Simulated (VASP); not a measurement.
# Co (P6_3/mmc) in VASP: a series of runs

The runs below take Co through single point, with LDA.

All numbers are computed with VASP 6.6.1; they aren't measurements. Logs are shortened: lines on timing, memory, paths and dates and some standing lists are left out, and cuts for length are marked.

### Step 1. The undisturbed crystal

Symmetry: P6_3/mmc, No. 194, hexagonal system. The conventional cell has a = 2.472 Å, b = 2.472 Å, c = 4.021 Å, α = 90.00°, β = 90.00°, γ = 120.00°. Around Co (site symmetry -6m2) lie 12 Co at 2.47 Å.

### Step 2. Single point, LDA, collinear spin, ferromagnetic start (grid = ENCUT=280 dk=0.35 cell=2x2x1 ISMEAR=1 SIGMA=0.1 LREAL=Auto EDIFF=1e-06)

File INCAR:

```
PREC = Accurate
ENCUT = 280
EDIFF = 1E-6
ISMEAR = 1
SIGMA = 0.1
LREAL = Auto
LASPH = True
NELM = 120
ALGO = Fast
ISIF = 2
LWAVE = False
LCHARG = False
ISPIN = 2
MAGMOM = 2 2 2 2 2 2 2 2
LORBIT = 11
LMAXMIX = 4
NBANDS = 44
```

File KPOINTS:

```
regular mesh
0
Gamma
  5 5 5
```

File POSCAR:

```
Co
1.0
    4.9439998064      0.0000000000      0.0000000000
   -2.4719999032      4.2816294286      0.0000000000
    0.0000000000      0.0000000000      4.0211440800
Co
8
Direct
    0.3333333334      0.1666666666      0.7500000000
    0.3333333334      0.6666666666      0.7500000000
    0.8333333333      0.1666666666      0.7500000000
    0.8333333333      0.6666666666      0.7500000000
    0.1666666666      0.3333333334      0.2500000000
    0.1666666666      0.8333333333      0.2500000000
    0.6666666666      0.3333333334      0.2500000000
    0.6666666666      0.8333333333      0.2500000000
```

Potentials or basis: VASP PAW LDA potentials, release 64 (Co).

On the command line:

```console
cat potpaw_LDA.64/Co/POTCAR > POTCAR
mpirun -np 1 vasp_std > vasp.out
```

OUTCAR:

```text
PREC = Accurate
   ENCUT = 280
   EDIFF = 1E-6
   ISMEAR = 1
   LREAL = Auto
   LASPH = True
   NELM = 120
   ISIF = 2
   ISPIN = 2
   LORBIT = 11

 Found     15 irreducible k-points:

 Following reciprocal coordinates:
            Coordinates               Weight
  0.000000  0.000000  0.000000      1.000000
  0.200000  0.000000  0.000000      6.000000
  0.400000  0.000000  0.000000      6.000000
  0.200000  0.200000  0.000000      6.000000
  0.400000  0.200000  0.000000      6.000000
  0.000000  0.000000  0.200000      2.000000
   k-points           NKPTS =     15   k-points in BZ     NKDIM =     15   number of bands    NBANDS=     44
   number of dos      NEDOS =    301   number of ions     NIONS =      8
   total plane-waves  NPLWV =  18816
   dimension x,y,z NGX =    28 NGY =   28 NGZ =   24
   dimension x,y,z NGXF=    56 NGYF=   56 NGZF=   48
   ions per type =               8
   NGX,Y,Z   is equivalent  to a cutoff of   9.42,  9.42,  9.92 a.u.
   NGXF,Y,Z  is equivalent  to a cutoff of  18.83, 18.83, 19.84 a.u.
 SYSTEM =  unknown system
   PREC   = accura    normal or accurate (medium, high low for compatibility)
   ISTART =      0    job   : 0-new  1-cont  2-samecut
   ICHARG =      2    charge: 1-file 2-atom 10-const
   ISPIN  =      2    spin polarized calculation?
   LNONCOLLINEAR =      F non collinear calculations
   LSORBIT =      F    spin-orbit coupling
   LASPH  =      T    aspherical Exc in radial PAW
   ENCUT  =  280.0 eV  20.58 Ry    4.54 a.u.   6.75  6.75  5.49*2*pi/ulx,y,z
   NELM   =    120;   NELMIN=  2; NELMDL= -5     # of ELM steps
   EDIFF  = 0.1E-05   stopping-criterion for ELM
   LREAL  =      T    real-space projection
   EDIFFG = 0.1E-04   stopping-criterion for IOM
   NSW    =      0    number of steps for IOM
   IBRION =     -1    ionic relax: 0-MD 1-quasi-New 2-CG
   NFREE  =      0    steps in history (QN), initial steepest desc. (CG)
   ISIF   =      2    stress and relaxation
   ISYM   =      2    0-nonsym 1-usesym 2-fastsym
   POTIM  = 0.5000    time-step for ionic-motion
   TEBEG  =    0.0;   TEEND  =   0.0 temperature during run
   PSTRESS=    0.0 pullay stress
   NELECT =      72.0000    total number of electrons
   NUPDOWN=      -1.0000    fix difference up-down
   EMIN   =  10.00;   EMAX   =-10.00  energy-range for DOS
   EFERMI =   0.00;   METHOD = LEGACY
   ISMEAR =     1;   SIGMA  =   0.10  broadening in eV -4-tet -1-fermi 0-gaus
   EFERMI_NEDOS =   21; number of points for ismear=-14 and -15
   IALGO  =     68    algorithm
   IMIX   =      4    mixing-type and parameters
     AMIX     =   0.40;   BMIX     =  1.00
     AMIX_MAG =   1.60;   BMIX_MAG =  1.00
  volume/ion in A,a.u.               =      10.64        71.80
  Fermi-wavevector in a.u.,A,eV,Ry     =   1.548246  2.925761 32.614055  2.397065
  Thomas-Fermi vector in A             =   2.653224
   LORBIT       =     11    0 simple, 1 ext, 2 COOP (PROOUT), +10 PAW based schemes
   GGA     = CA    functional components
   LHFCALC =     F    Hartree Fock is set to
   AEXX    =    0.0000 exact exchange contribution
   IVDW    =     0    specifies the selected vdW correction
   LEPSILON=     F    determine dielectric tensor
   LRPA    =     F    only Hartree local field effects (RPA)
 spin polarized calculation
 RMM-DIIS sequential band-by-band and
 Methfessel and Paxton  Order N= 1 SIGMA  =   0.10
  energy-cutoff  :      280.00
  volume of cell :       85.12
 maximum number of plane-waves:       926
 NGX is ok and might be reduce to    28
   NGX = 13   NGY = 13   NGZ = 11

 number of electron      72.0000078 magnetization      12.3447031

 Free energy of the ion-electron system (eV)
  ---------------------------------------------------
  ext. energy  EPLUGINS =         0.00000000
  ---------------------------------------------------
  free energy    TOTEN  =       -64.71393511 eV

  energy without entropy =      -64.70456332  energy(sigma->0) =      -64.71081118

 E-fermi :  10.1644     XC(G=0): -13.8538

 val. band max:       10.1591639149   @ k =   0.4000   0.2000   0.4000
 cond. band min:      10.1658236637   @ k =   0.2000   0.0000   0.2000
 fundamental gap:      0.0066597489
 Fermi energy:        10.1643970422

 spin component 1

 k-point     1 :       0.0000    0.0000    0.0000
  band No.  band energies     occupation
      1       1.1635      1.00000
      2       5.0341      1.00000
      3       5.4523      1.00000
      4       5.4523      1.00000
      5       5.4523      1.00000
      6       5.4586      1.00000
[... 36 lines left out ...]
     43      11.6713     -0.00000
     44      11.6713     -0.00000

 k-point     2 :       0.2000    0.0000    0.0000
  band No.  band energies     occupation
      1       1.5191      1.00000
      2       5.0728      1.00000
      3       5.2505      1.00000
      4       5.5068      1.00000
      5       5.5068      1.00000
      6       5.6450      1.00000
[... 36 lines left out ...]
     43      11.4796     -0.00000
     44      11.5550     -0.00000

 k-point     3 :       0.4000    0.0000    0.0000
  band No.  band energies     occupation
      1       2.5267      1.00000
      2       3.9376      1.00000
      3       5.7236      1.00000
      4       5.7505      1.00000
      5       5.7505      1.00000
      6       5.8676      1.00000
[... 36 lines left out ...]
     43      11.4546     -0.00000
     44      11.4546     -0.00000

 k-point     4 :       0.2000    0.2000    0.0000
  band No.  band energies     occupation
      1       2.2035      1.00000
      2       4.8106      1.00000
      3       4.8106      1.00000
      4       5.6141      1.00000
      5       5.8845      1.00000
      6       5.9007      1.00000
[... 36 lines left out ...]
     43      10.0401      1.03541
     44      13.0127      0.00000

 k-point     5 :       0.4000    0.2000    0.0000
  band No.  band energies     occupation
      1       3.4427      1.00000
      2       3.4427      1.00000
      3       4.7298      1.00000
      4       5.9393      1.00000
      5       6.0115      1.00000
      6       6.0115      1.00000
[... 36 lines left out ...]
     43      10.0790      1.00252
     44      13.5413      0.00000

 k-point     6 :       0.0000    0.0000    0.2000
  band No.  band energies     occupation
      1       1.5662      1.00000
      2       4.9135      1.00000
      3       5.1319      1.00000
      4       5.1319      1.00000
      5       5.1319      1.00000
      6       5.5166      1.00000
[... 36 lines left out ...]
     43      11.3522     -0.00000
     44      11.3522     -0.00000

 [... further k-points ...]

 spin component 2

 k-point     1 :       0.0000    0.0000    0.0000
  band No.  band energies     occupation
      1       1.3461      1.00000
      2       5.9252      1.00000
      3       6.2962      1.00000
      4       6.2962      1.00000
      5       6.2962      1.00000
      6       6.5339      1.00000
[... 36 lines left out ...]
     43      12.8066      0.00000
     44      12.8066      0.00000

 k-point     2 :       0.2000    0.0000    0.0000
  band No.  band energies     occupation
      1       1.7033      1.00000
      2       5.6541      1.00000
      3       6.1652      1.00000
      4       6.2917      1.00000
      5       6.2917      1.00000
      6       6.7577      1.00000
[... 36 lines left out ...]
     43      12.4654      0.00000
     44      12.6753      0.00000

 k-point     3 :       0.4000    0.0000    0.0000
  band No.  band energies     occupation
      1       2.7238      1.00000
      2       4.2119      1.00000
      3       6.3691      1.00000
      4       6.3691      1.00000
      5       6.7176      1.00000
      6       6.9796      1.00000
[... 36 lines left out ...]
     43      12.7184      0.00000
     44      12.7184      0.00000

 k-point     4 :       0.2000    0.2000    0.0000
  band No.  band energies     occupation
      1       2.3941      1.00000
      2       5.2040      1.00000
      3       5.2040      1.00000
      4       6.5773      1.00000
      5       6.8681      1.00000
      6       7.0145      1.00000
[... 36 lines left out ...]
     43      11.5051     -0.00000
     44      13.8622      0.00000

 k-point     5 :       0.4000    0.2000    0.0000
  band No.  band energies     occupation
      1       3.6671      1.00000
      2       3.6671      1.00000
      3       5.0448      1.00000
      4       7.0746      1.00000
      5       7.0746      1.00000
      6       7.0894      1.00000
[... 36 lines left out ...]
     43      11.5441     -0.00000
     44      14.4987      0.00000

 k-point     6 :       0.0000    0.0000    0.2000
  band No.  band energies     occupation
      1       1.7509      1.00000
      2       5.6414      1.00000
      3       6.0507      1.00000
      4       6.0507      1.00000
      5       6.0507      1.00000
      6       6.5594      1.00000
[... 36 lines left out ...]
     43      12.3544      0.00000
     44      12.3544      0.00000

 [... further k-points ...]

------------------------ aborting loop because EDIFF is reached ----------------------------------------

  FORCE on cell =-STRESS in cart. coord.  units (eV):
  Direction    XX          YY          ZZ          XY          YZ          ZX
  --------------------------------------------------------------------------------------
  -------------------------------------------------------------------------------------
  Total       -8.3571825     -8.3571825    -10.1106844     -0.0000000      0.0000000      0.0000000
  in kB     -157.3016630   -157.3016630   -190.3066572     -0.0000000      0.0000000      0.0000000
  external PRESSURE =    -168.3033277 kB  Pullay stress =       0.0000000 kB

 VOLUME and BASIS-vectors are now :
 -----------------------------------------------------------------------------
  energy-cutoff  :      280.00
  volume of cell :       85.12
      direct lattice vectors                 reciprocal lattice vectors
     4.943999806  0.000000000  0.000000000     0.202265380  0.116777972  0.000000000
    -2.471999903  4.281629429  0.000000000     0.000000000  0.233555943  0.000000000
     0.000000000  0.000000000  4.021144080     0.000000000  0.000000000  0.248685444

 POSITION                                       TOTAL-FORCE (eV/Angst)
 -----------------------------------------------------------------------------------
      1.23600      0.71360      3.01586        -0.000000      0.000000     -0.000000
      0.00000      2.85442      3.01586        -0.000000      0.000000      0.000000
      3.70800      0.71360      3.01586        -0.000000      0.000000     -0.000000
      2.47200      2.85442      3.01586        -0.000000      0.000000      0.000000
     -0.00000      1.42721      1.00529         0.000000     -0.000000      0.000000
     -1.23600      3.56802      1.00529         0.000000     -0.000000      0.000000
      2.47200      1.42721      1.00529         0.000000     -0.000000     -0.000000
      1.23600      3.56802      1.00529         0.000000     -0.000000      0.000000
 -----------------------------------------------------------------------------------
    total drift:                               -0.000000     -0.000000      0.000000

  FREE ENERGIE OF THE ION-ELECTRON SYSTEM (eV)
  ---------------------------------------------------
  free  energy   TOTEN  =       -64.7139351120 eV

  energy  without entropy=      -64.7045633190  energy(sigma->0) =      -64.71081118

 total charge

# of ion       s       p       d       tot
------------------------------------------
    1        0.496   0.533   7.284   8.313
    2        0.496   0.533   7.284   8.313
    3        0.496   0.533   7.284   8.313
    4        0.496   0.533   7.284   8.313
    5        0.496   0.533   7.284   8.313
    6        0.496   0.533   7.284   8.313
    7        0.496   0.533   7.284   8.313
    8        0.496   0.533   7.284   8.313
--------------------------------------------------
tot          3.969   4.262  58.275  66.506

 magnetization (x)

# of ion       s       p       d       tot
------------------------------------------
    1       -0.013  -0.038   1.596   1.546
    2       -0.013  -0.038   1.596   1.546
    3       -0.013  -0.038   1.596   1.546
    4       -0.013  -0.038   1.596   1.546
    5       -0.013  -0.038   1.596   1.546
    6       -0.013  -0.038   1.596   1.546
    7       -0.013  -0.038   1.596   1.546
    8       -0.013  -0.038   1.596   1.546
--------------------------------------------------
tot         -0.100  -0.300  12.768  12.367
```

It took 3.8 min on 1 thread of Intel Xeon Platinum 8488C (Sapphire Rapids), shared host; peak memory 0.16 GiB.

These settings aren't checked as converged: the numbers below hold their error.

Results:

- Free energy: -64.7139 eV
- Band gap on the k mesh: none (metal or under the smearing width)
- Net moment: 12.34 μB per cell
- Site moments: Co +1.55 μB
- Valence electrons inside the program's atomic spheres: Co 8.31

Caveat: the cutoff is under 1.25 times the usual one of these potentials, so pressure, stress and relaxed cells hold a basis-set (Pulay) error.

### Step 3. Single point, LDA, collinear spin, ferromagnetic start (grid = ENCUT=400 dk=0.45 cell=2x2x1 ISMEAR=1 SIGMA=0.1 LREAL=Auto EDIFF=1e-06)

Edit INCAR of step 2 so:

```diff
@@ -1,3 +1,3 @@
 PREC = Accurate
-ENCUT = 280
+ENCUT = 400
 EDIFF = 1E-6
```

File KPOINTS:

```
regular mesh
0
Gamma
  4 4 4
```

POSCAR is that of step 2.

Potentials or basis: VASP PAW LDA potentials, release 64 (Co).

On the command line:

```console
cat potpaw_LDA.64/Co/POTCAR > POTCAR
mpirun -np 1 vasp_std > vasp.out
```

It took 2.9 min on 1 thread of Intel Xeon Platinum 8488C (Sapphire Rapids), shared host; peak memory 0.19 GiB.

The run converged, but some of its settings lie outside the range that counts as converged, so its numbers aren't taken as properties of the crystal.

Results:

```yaml
Free_energy: -64.7443 eV
Pressure: -14.9 GPa
Net_moment: 12.69 μB per cell
Site_moments: Co +1.59 μB
Valence_electrons_inside_the_program's_atomic_spheres: Co 8.32
```

Caveat: the k mesh is coarse (spacing up to 0.39 Å⁻¹), so the values aren't converged; the bands computed are all filled at some k points, so no gap is given.

### Step 4. For comparison

An earlier run on the cell as given: functional PBE; potentials or basis VASP PAW PBE potentials, release 64 (Co); cutoff 520 eV; k mesh 12 × 12 × 7; occupations fermi-dirac, width 0.05 eV; collinear spin, ferromagnetic start; starting moments [2.0, 2.0] μB.

- Pressure: 3.9 GPa
- Band gap on the k mesh: none (metal or under the smearing width)
- Net moment: 3.19 μB per cell
- Site moments: Co +1.61 μB
- Valence electrons inside the program's atomic spheres: Co 8.31
